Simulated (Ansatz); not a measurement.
Strain response of TiO2

All numbers below come from DFT PBE+U, scalar-relativistic, plane waves, PAW (Ansatz). (420 eV cutoff, 6×6×10 k-mesh, Gaussian smearing of 0.02 eV, no spin polarisation, U_eff Ti 4.0 eV on d shells)

Starting point, cell and atoms relaxed:

```
CELL_PARAMETERS angstrom
4.64035 0.00000 0.00000
0.00000 4.64035 0.00000
0.00000 0.00000 3.00611
ATOMIC_POSITIONS crystal
Ti 0.50000 0.50000 0.00000
Ti 0.00000 0.00000 0.50000
O 0.69435 0.69435 0.50000
O 0.80565 0.19435 0.00000
O 0.19435 0.80565 0.00000
O 0.30565 0.30565 0.50000
```

Deformation: biaxial strain in the a-b plane, with the length and tilt of c and the atoms relaxed, all within the symmetry that the strain leaves. Energies are extrapolated to zero smearing. Gaps are Kohn–Sham gaps over the whole zone.

```csv
strain (%),ΔE (meV/atom),a (Å),b (Å),c (Å),gap (eV)
-4.5,51.1,4.432,4.432,3.111,2.42
-3.0,22.1,4.501,4.501,3.072,2.35
-1.5,5.4,4.571,4.571,3.037,2.31
+0.0,0.0,4.640,4.640,3.006,2.26
+1.5,4.9,4.710,4.710,2.979,2.25
+3.0,18.9,4.780,4.780,2.956,2.26
+4.5,40.6,4.849,4.849,2.937,2.31
```

(1) What stiffness (1/V) d²E/dε² at zero strain does a cubic fit over all points give?

(2) How does the free axis c answer a small strain?

(3) How fast does the gap move with strain on either side?

Results:

(1) A cubic fit gives (1/V) d²E/dε² = 672 GPa at zero strain (twice the biaxial modulus).

(2) Between the innermost points its strain is -0.64 times the applied one.

(3) -32 meV per percent on the compressed side and -11 meV per percent on the stretched side; it is indirect at -1.5 %, indirect at zero and indirect at +1.5 %.